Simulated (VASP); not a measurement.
# CdF2 (Fm-3m) in VASP: further runs

Runs on CdF2. Level: PBEsol. Tasks: single point, relaxation of cell and atoms.

Everything below comes from runs of VASP 6.6.1. Logs are shortened: lines on timing, memory, paths and dates and some standing lists are left out, and cuts for length are marked.

## (1) Starting point

It takes space group Fm-3m (No. 225, cubic). The conventional cell has a = 5.384 Å, b = 5.384 Å, c = 5.384 Å, α = 90.00°, β = 90.00°, γ = 90.00°. Cd (site symmetry m-3m) is surrounded by 8 F at 2.33 Å. Around F (site symmetry -43m) lie 4 Cd at 2.33 Å.

## (2) Single point, PBEsol

File INCAR:

```
ALGO = Fast ; EDIFF = 1E-6
ENCUT = 520 ; GGA = PS
ISIF = 2 ; ISMEAR = 0
LASPH = T ; LCHARG = F
LREAL = F ; LWAVE = F
NBANDS = 20 ; NELM = 100
PREC = Accurate ; SIGMA = 0.02
```

File KPOINTS:

```
k-points
0
Gamma
  8 8 8
```

File POSCAR:

```
CdF2
1.0
    0.0000000000      2.6920729557      2.6920729557
    2.6920729557      0.0000000000      2.6920729557
    2.6920729557      2.6920729557      0.0000000000
Cd F
1 2
Direct
    0.0000000000      0.0000000000      0.0000000000
    0.2500000000      0.2500000000      0.2500000000
    0.7500000000      0.7500000000      0.7500000000
```

Potentials or basis: VASP PAW PBE potentials, release 64 (Cd, F).

Launch:

```bash
$ cat potpaw_PBE.64/Cd/POTCAR potpaw_PBE.64/F/POTCAR > POTCAR
$ mpirun -np 1 vasp_std > vasp.out
```

OUTCAR:

```text
EDIFF = 1E-6
   ENCUT = 520
   GGA = PS
   ISIF = 2
   ISMEAR = 0
   LASPH = T
   LREAL = F
   NELM = 100
   PREC = Accurate

 ion  position               nearest neighbor table
   1  0.000  0.000  0.000-   3 2.33   3 2.33   3 2.33   2 2.33   2 2.33   2 2.33   3 2.33   2 2.33

   2  0.250  0.250  0.250-   1 2.33   1 2.33   1 2.33   1 2.33
   3  0.750  0.750  0.750-   1 2.33   1 2.33   1 2.33   1 2.33

  LATTYP: Found a face centered cubic cell.
 ALAT       =     5.3841459114

  Lattice vectors:

 A1 = (   0.0000000000,   2.6920729557,   2.6920729557)
 A2 = (   2.6920729557,   0.0000000000,   2.6920729557)
 A3 = (   2.6920729557,   2.6920729557,   0.0000000000)

Analysis of symmetry for initial positions (statically):
=====================================================================
 Subroutine PRICEL returns:
 Original cell was already a primitive cell.

 Routine SETGRP: Setting up the symmetry group for a
 face centered cubic supercell.

 Subroutine GETGRP returns: Found 48 space group operations
 (whereof 48 operations were pure point group operations)
 out of a pool of 48 trial point group operations.

The static configuration has the point symmetry O_h .

Analysis of symmetry for dynamics (positions and initial velocities):
=====================================================================
 Subroutine PRICEL returns:
 Original cell was already a primitive cell.

 Routine SETGRP: Setting up the symmetry group for a
 face centered cubic supercell.

 Subroutine GETGRP returns: Found 48 space group operations
 (whereof 48 operations were pure point group operations)
 out of a pool of 48 trial point group operations.

The dynamic configuration has the point symmetry O_h .

 Subroutine INISYM returns: Found 48 space group operations
 (whereof 48 operations are pure point group operations),
 and found     1 'primitive' translations

----------------------------------------------------------------------------------------

                                     Primitive cell

  volume of cell :      39.0203

  direct lattice vectors                    reciprocal lattice vectors
     0.000000000  2.692072956  2.692072956    -0.185730479  0.185730479  0.185730479
     2.692072956  0.000000000  2.692072956     0.185730479 -0.185730479  0.185730479
[... 83 lines left out ...]
   LSORBIT =      F    spin-orbit coupling
   LASPH  =      T    aspherical Exc in radial PAW
   ENCUT  =  520.0 eV  38.22 Ry    6.18 a.u.   7.08  7.08  7.08*2*pi/ulx,y,z
   NELM   =    100;   NELMIN=  2; NELMDL= -5     # of ELM steps
   EDIFF  = 0.1E-05   stopping-criterion for ELM
   LREAL  =      F    real-space projection
   EDIFFG = 0.1E-04   stopping-criterion for IOM
   NSW    =      0    number of steps for IOM
   IBRION =     -1    ionic relax: 0-MD 1-quasi-New 2-CG
   NFREE  =      0    steps in history (QN), initial steepest desc. (CG)
   ISIF   =      2    stress and relaxation
   ISYM   =      2    0-nonsym 1-usesym 2-fastsym
   POTIM  = 0.5000    time-step for ionic-motion
   TEBEG  =    0.0;   TEEND  =   0.0 temperature during run
   PSTRESS=    0.0 pullay stress
   NELECT =      26.0000    total number of electrons
   NUPDOWN=      -1.0000    fix difference up-down
   EMIN   =  10.00;   EMAX   =-10.00  energy-range for DOS
   EFERMI =   0.00;   METHOD = LEGACY
   ISMEAR =     0;   SIGMA  =   0.02  broadening in eV -4-tet -1-fermi 0-gaus
   EFERMI_NEDOS =   21; number of points for ismear=-14 and -15
   IALGO  =     68    algorithm
   IMIX   =      4    mixing-type and parameters
     AMIX     =   0.40;   BMIX     =  1.00
     AMIX_MAG =   1.60;   BMIX_MAG =  1.00
  volume/ion in A,a.u.               =      13.01        87.77
  Fermi-wavevector in a.u.,A,eV,Ry     =   1.429889  2.702099 27.818251  2.044584
  Thomas-Fermi vector in A             =   2.549794
   LORBIT       =      0    0 simple, 1 ext, 2 COOP (PROOUT), +10 PAW based schemes
   GGA     = PS    functional components
   LHFCALC =     F    Hartree Fock is set to
   AEXX    =    0.0000 exact exchange contribution
   IVDW    =     0    specifies the selected vdW correction
   LEPSILON=     F    determine dielectric tensor
   LRPA    =     F    only Hartree local field effects (RPA)
 non-spin polarized calculation
 RMM-DIIS sequential band-by-band and
 Gauss-broadening in eV      SIGMA  =   0.02
  energy-cutoff  :      520.00
  volume of cell :       39.02
 maximum number of plane-waves:      1067
   NGX = 15   NGY = 15   NGZ = 15

 number of electron      25.9999991 magnetization

 Free energy of the ion-electron system (eV)
  ---------------------------------------------------
  ext. energy  EPLUGINS =         0.00000000
  ---------------------------------------------------
  free energy    TOTEN  =       -11.59252383 eV

  energy without entropy =      -11.59252383  energy(sigma->0) =      -11.59252383

 E-fermi :  -1.3373     XC(G=0): -10.7201

 val. band max:       -1.4267098145   @ k =  -0.2500   0.5000   0.2500
 cond. band min:       1.4831997412   @ k =   0.0000   0.0000   0.0000
 fundamental gap:      2.9099095557
 Fermi energy:        -1.3373328231

 k-point     1 :       0.0000    0.0000    0.0000
  band No.  band energies     occupation
      1     -22.1558      2.00000
      2     -21.0139      2.00000
      3      -7.0627      2.00000
      4      -7.0627      2.00000
      5      -7.0627      2.00000
      6      -5.8016      2.00000
[... 541 lines left out ...]
     19      17.1010      0.00000
     20      20.6585      0.00000

 [... further k-points ...]

------------------------ aborting loop because EDIFF is reached ----------------------------------------

  FORCE on cell =-STRESS in cart. coord.  units (eV):
  Direction    XX          YY          ZZ          XY          YZ          ZX
  --------------------------------------------------------------------------------------
  -------------------------------------------------------------------------------------
  Total        0.1816854      0.1816854      0.1816854      0.0000000      0.0000000     -0.0000000
  in kB        7.4600219      7.4600219      7.4600219      0.0000000      0.0000000     -0.0000000
  external PRESSURE =       7.4600219 kB  Pullay stress =       0.0000000 kB

 VOLUME and BASIS-vectors are now :
 -----------------------------------------------------------------------------
  energy-cutoff  :      520.00
  volume of cell :       39.02
      direct lattice vectors                 reciprocal lattice vectors
     0.000000000  2.692072956  2.692072956    -0.185730479  0.185730479  0.185730479
     2.692072956  0.000000000  2.692072956     0.185730479 -0.185730479  0.185730479
     2.692072956  2.692072956  0.000000000     0.185730479  0.185730479 -0.185730479

 POSITION                                       TOTAL-FORCE (eV/Angst)
 -----------------------------------------------------------------------------------
      0.00000      0.00000      0.00000        -0.000000      0.000000     -0.000000
      1.34604      1.34604      1.34604         0.000000      0.000000     -0.000000
      4.03811      4.03811      4.03811        -0.000000     -0.000000      0.000000
 -----------------------------------------------------------------------------------
    total drift:                                0.000000      0.000000      0.000000

  FREE ENERGIE OF THE ION-ELECTRON SYSTEM (eV)
  ---------------------------------------------------
  free  energy   TOTEN  =       -11.5925238314 eV

  energy  without entropy=      -11.5925238314  energy(sigma->0) =      -11.59252383
```

stdout:

```text
POSCAR found type information on POSCAR CdF
 POSCAR found :  2 types and       3 ions
 scaLAPACK will be used
 -----------------------------------------------------------------------------
|                                                                             |
|                                                                             |
|     You enforced a specific xc type in the INCAR file but a different       |
|     I HOPE YOU KNOW WHAT YOU ARE DOING!                                     |
|                                                                             |
 -----------------------------------------------------------------------------

 LDA part: xc-table for (Slater+PW92), standard interpolation
 POSCAR, INCAR and KPOINTS ok, starting setup
 FFT: planning ... GRIDC
 FFT: planning ... GRID_SOFT
 FFT: planning ... GRID
 WAVECAR not read
 entering main loop
```

Run time: 19 s. Hardware: 1 thread of Intel Xeon Platinum 8259CL at 2.50GHz (Skylake/Cascade Lake), shared host; peak memory 0.16 GiB.

What came out:

```
Free energy            : -11.5925 eV
Pressure               : 0.7 GPa
Band gap on the k mesh : 2.91 eV, indirect (least direct gap 3.40 eV)
```

Levels at points of the mesh, in eV from the valence-band top:
```csv
k point,band 11,band 12,band 13,band 14,band 15,band 16
"(0.00, 0.00, 0.00)",-0.49,-0.49,-0.49,2.91,12.51,12.51
"(0.50, 0.00, 0.00)",-1.89,-0.39,-0.39,7.07,8.98,14.33
"(0.50, 0.50, 0.00)",-0.51,-0.09,-0.09,7.90,9.47,11.69
```

Caveat: the PAW data sets were made with another functional, which shifts forces and pressure a little.

## (3) Relaxation of cell and atoms, PBEsol

This run uses another cell than the first one, of 13.03 Å³/atom, 1.002 times its volume.

File INCAR:

```
  PREC = Accurate
  ENCUT = 600
  EDIFF = 1E-6
  ISMEAR = 0
  SIGMA = 0.02
  LREAL = F
  LASPH = T
  NELM = 100
  ALGO = Normal
  ISIF = 3
  LWAVE = F
  LCHARG = F
  GGA = PS
  IBRION = 2
  NSW = 100
  EDIFFG = -0.005
```

File KPOINTS:

```
regular mesh
0
Gamma
  8 8 8
```

File POSCAR:

```
CdF2
1.0
    0.0000000000      2.6940000000      2.6940000000
    2.6940000000      0.0000000000      2.6940000000
    2.6940000000      2.6940000000      0.0000000000
Cd F
1 2
Direct
    0.0000000000      0.0000000000      0.0000000000
    0.2500000000      0.2500000000      0.2500000000
    0.7500000000      0.7500000000      0.7500000000
```

Potentials or basis: VASP PAW PBE potentials, release 64 (Cd, F).

Launch:

```bash
$ cat potpaw_PBE.64/Cd/POTCAR potpaw_PBE.64/F/POTCAR > POTCAR
$ mpirun -np 1 vasp_std > vasp.out
```

OUTCAR:

```text
PREC = Accurate
   ENCUT = 600
   EDIFF = 1E-6
   ISMEAR = 0
   LREAL = F
   LASPH = T
   NELM = 100
   ISIF = 3
   GGA = PS
   IBRION = 2
   NSW = 100
   EDIFFG = -0.005

 ion  position               nearest neighbor table
   1  0.000  0.000  0.000-   3 2.33   3 2.33   3 2.33   2 2.33   3 2.33   2 2.33   2 2.33   2 2.33

   2  0.250  0.250  0.250-   1 2.33   1 2.33   1 2.33   1 2.33
   3  0.750  0.750  0.750-   1 2.33   1 2.33   1 2.33   1 2.33

  LATTYP: Found a face centered cubic cell.
 ALAT       =     5.3880000000

  Lattice vectors:

 A1 = (   0.0000000000,   2.6940000000,   2.6940000000)
 A2 = (   2.6940000000,   0.0000000000,   2.6940000000)
 A3 = (   2.6940000000,   2.6940000000,   0.0000000000)

Analysis of symmetry for initial positions (statically):
[... 260 lines left out ...]
  energy without entropy =      -11.59691690  energy(sigma->0) =      -11.59691690

 E-fermi :  -1.2781     XC(G=0): -10.6891

 val. band max:       -1.4713325186   @ k =  -0.2500   0.5000   0.2500
 cond. band min:       1.4224512344   @ k =   0.0000   0.0000   0.0000
 fundamental gap:      2.8937837531
 Fermi energy:        -1.2781016352

 k-point     1 :       0.0000    0.0000    0.0000
  band No.  band energies     occupation
      1     -22.1695      2.00000
      2     -21.0430      2.00000
      3      -7.0872      2.00000
      4      -7.0872      2.00000
      5      -7.0872      2.00000
      6      -5.8492      2.00000
[... 457 lines left out ...]
      4      -6.5121      2.00000
      5      -5.9139      2.00000
      6      -5.8881      2.00000
[... 9 lines left out ...]
     16      11.2720      0.00000
     17      12.2588      0.00000

 [... further k-points ...]

------------------------ aborting loop because EDIFF is reached ----------------------------------------

  FORCE on cell =-STRESS in cart. coord.  units (eV):
  Direction    XX          YY          ZZ          XY          YZ          ZX
  --------------------------------------------------------------------------------------
  -------------------------------------------------------------------------------------
  Total       -0.0012250     -0.0012250     -0.0012250     -0.0000000      0.0000000     -0.0000000
  in kB       -0.0500234     -0.0500234     -0.0500234     -0.0000000      0.0000000     -0.0000000
  external PRESSURE =      -0.0500234 kB  Pullay stress =       0.0000000 kB
[... 18 lines left out ...]
  FREE ENERGIE OF THE ION-ELECTRON SYSTEM (eV)
  ---------------------------------------------------
  free  energy   TOTEN  =       -11.5969169021 eV

  energy  without entropy=      -11.5969169021  energy(sigma->0) =      -11.59691690

 reached required accuracy - stopping structural energy minimisation
```

CONTCAR:

```text
CdF2
   1.00000000000000
    -0.0000000000000000    2.6969856712895250    2.6969856712895250
     2.6969856712895250   -0.0000000000000000    2.6969856712895250
     2.6969856712895250    2.6969856712895250    0.0000000000000000
  Cd              F
     1     2
Direct
     0.0000000000000000    0.0000000000000000    0.0000000000000000
     0.2500000000000000    0.2500000000000000    0.2500000000000000
     0.7500000000000000    0.7500000000000000    0.7500000000000000

  0.00000000E+00  0.00000000E+00  0.00000000E+00
  0.00000000E+00  0.00000000E+00  0.00000000E+00
  0.00000000E+00  0.00000000E+00  0.00000000E+00
```

Run time: 43 s. Hardware: 1 thread of Intel Xeon Platinum 8259CL at 2.50GHz (Skylake/Cascade Lake), shared host; peak memory 0.18 GiB.

Results:

```yaml
Free_energy: -11.5969 eV
Relaxed_volume: 13.08 Å³/atom
Relaxed_cell: a = 3.814 Å, b = 3.814 Å, c = 3.814 Å, α = 60.00°, β = 60.00°, γ = 60.00°
Space_group_after_relaxing_to_0.05_Å: Fm-3m (No. 225)
Energy_gained_by_relaxing: 0.1 meV/atom
Ionic_steps: 3
Pressure_after_relaxing: 0.0 GPa
Band_gap_on_the_k_mesh: 2.89 eV, indirect (least direct gap 3.39 eV)
```

The path:
```tsv
step	energy change (eV)	largest force (eV/Å)	pressure (GPa)	volume (Å³)
1	0.0000	0.0000	0.40	39.10
2	-0.0001	0.0000	-0.16	39.29
3	-0.0002	0.0000	-0.01	39.23
```

Final structure:
```yaml
crystal:
  lattice:
    - [0.00000, 2.69699, 2.69699]
    - [2.69699, 0.00000, 2.69699]
    - [2.69699, 2.69699, 0.00000]
  atoms:
    - { symbol: Cd, position: [0.00000, 0.00000, 0.00000] }
    - { symbol: F, position: [0.25000, 0.25000, 0.25000] }
    - { symbol: F, position: [0.75000, 0.75000, 0.75000] }
```

Levels at points of the mesh, in eV from the valence-band top:
| k point | band 11 | band 12 | band 13 | band 14 | band 15 | band 16 |
| --- | --- | --- | --- | --- | --- | --- |
| (0.00, 0.00, 0.00) | -0.49 | -0.49 | -0.49 | 2.89 | 12.49 | 12.49 |
| (0.50, 0.00, 0.00) | -1.86 | -0.39 | -0.39 | 7.03 | 8.96 | 14.29 |
| (0.50, 0.50, 0.00) | -0.50 | -0.09 | -0.09 | 7.85 | 9.45 | 11.68 |

Caveat: the PAW data sets were made with another functional, which shifts forces and pressure a little. A hybrid or GW would open this gap; PBEsol tends to underestimate it.

[end of part 1 of 2]
